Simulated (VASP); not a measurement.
Level of theory: PBE GGA, VASP's PBE PAW potentials (set 64) (plane waves; VASP).

VASP ran on this input.

### INCAR
```
! general
SYSTEM  = AlSb
PREC    = Accurate
ENCUT   = 400   ! plane-wave cut-off (eV)
LREAL   = Auto
LASPH   = T   ! aspherical one-centre terms

! electronic loop
EDIFF   = 1E-6   ! SCF stop (eV)
NELM    = 100   ! most electronic steps
ALGO    = Normal   ! blocked Davidson
LMAXMIX = 4   ! l cut-off of mixed one-centre charges

! smearing
ISMEAR  = 0   ! Gaussian
SIGMA   = 0.05   ! width (eV)

! functional
GGA     = PE   ! PBE

! ions
ISIF    = 2   ! forces and stress, cell fixed

! output
LWAVE   = F
LCHARG  = F
```

KPOINTS:
```
K-points
0
Gamma
  7 7 7
```

File POSCAR:
```
AlSb
1
    0.0000000000     3.1314000000     3.1314000000
    3.1314000000     0.0000000000     3.1314000000
    3.1314000000     3.1314000000     0.0000000000
Al Sb
1 1
Direct
  0.0000000000   0.0000000000   0.0000000000
  0.2500000000   0.2500000000   0.2500000000
```

POTCAR, in this order: Al Sb (PBE.64 set). Program: vasp_std.

What VASP printed:

File OSZICAR:
```
       N       E                     dE             d eps       ncg     rms          rms(c)
DAV:   1     0.103895493337E+02    0.10390E+02   -0.22487E+03   320   0.554E+02
DAV:   2    -0.785155121606E+01   -0.18241E+02   -0.17515E+02   432   0.778E+01
DAV:   3    -0.827943597612E+01   -0.42788E+00   -0.42788E+00   416   0.143E+01
DAV:   4    -0.828211999464E+01   -0.26840E-02   -0.26840E-02   480   0.135E+00
DAV:   5    -0.828212716383E+01   -0.71692E-05   -0.71692E-05   432   0.650E-02    0.325E+00
DAV:   6    -0.822376146206E+01    0.58366E-01   -0.92851E-02   344   0.143E+00    0.200E+00
DAV:   7    -0.820669218679E+01    0.17069E-01   -0.82071E-02   376   0.152E+00    0.409E-01
DAV:   8    -0.820746033946E+01   -0.76815E-03   -0.67310E-03   336   0.467E-01    0.909E-02
DAV:   9    -0.820778717792E+01   -0.32684E-03   -0.51533E-04   408   0.152E-01    0.266E-02
DAV:  10    -0.820783185496E+01   -0.44677E-04   -0.39329E-05   424   0.373E-02    0.137E-02
DAV:  11    -0.820786247532E+01   -0.30620E-04   -0.56020E-05   352   0.489E-02    0.433E-03
DAV:  12    -0.820786301047E+01   -0.53515E-06   -0.65310E-07   440   0.579E-03
   1 F= -.82078630E+01 E0= -.82078630E+01  d E =-.607852E-15
```

OUTCAR:
```
------------------------ aborting loop because EDIFF is reached ----------------------------------------
  FORCE on cell =-STRESS in cart. coord.  units (eV):
  Direction    XX          YY          ZZ          XY          YZ          ZX
  --------------------------------------------------------------------------------------
  Total       -0.2772759     -0.2772759     -0.2772759      0.0000000      0.0000000      0.0000000
  in kB       -7.2339750     -7.2339750     -7.2339750      0.0000000      0.0000000      0.0000000
  external PRESSURE =      -7.2339750 kB  Pullay stress =       0.0000000 kB
  volume of cell :       61.41
      direct lattice vectors                 reciprocal lattice vectors
     0.000000000  3.131400000  3.131400000    -0.159672990  0.159672990  0.159672990
     3.131400000  0.000000000  3.131400000     0.159672990 -0.159672990  0.159672990
     3.131400000  3.131400000  0.000000000     0.159672990  0.159672990 -0.159672990
 POSITION                                       TOTAL-FORCE (eV/Angst)
 -----------------------------------------------------------------------------------
      0.00000      0.00000      0.00000         0.000000      0.000000      0.000000
      1.56570      1.56570      1.56570        -0.000000     -0.000000     -0.000000
 -----------------------------------------------------------------------------------
    total drift:                               -0.000000     -0.000000     -0.000000
  FREE ENERGIE OF THE ION-ELECTRON SYSTEM (eV)
  ---------------------------------------------------
  free  energy   TOTEN  =        -8.2078630105 eV

  energy  without entropy=       -8.2078630105  energy(sigma->0) =       -8.20786301
```
(Selected blocks of OUTCAR.)

The compound is AlSb in the zinc blende structure. The cell was not relaxed at this level. The run is one of a series of settings (LREAL = Auto against the base run), some of them coarse on purpose.
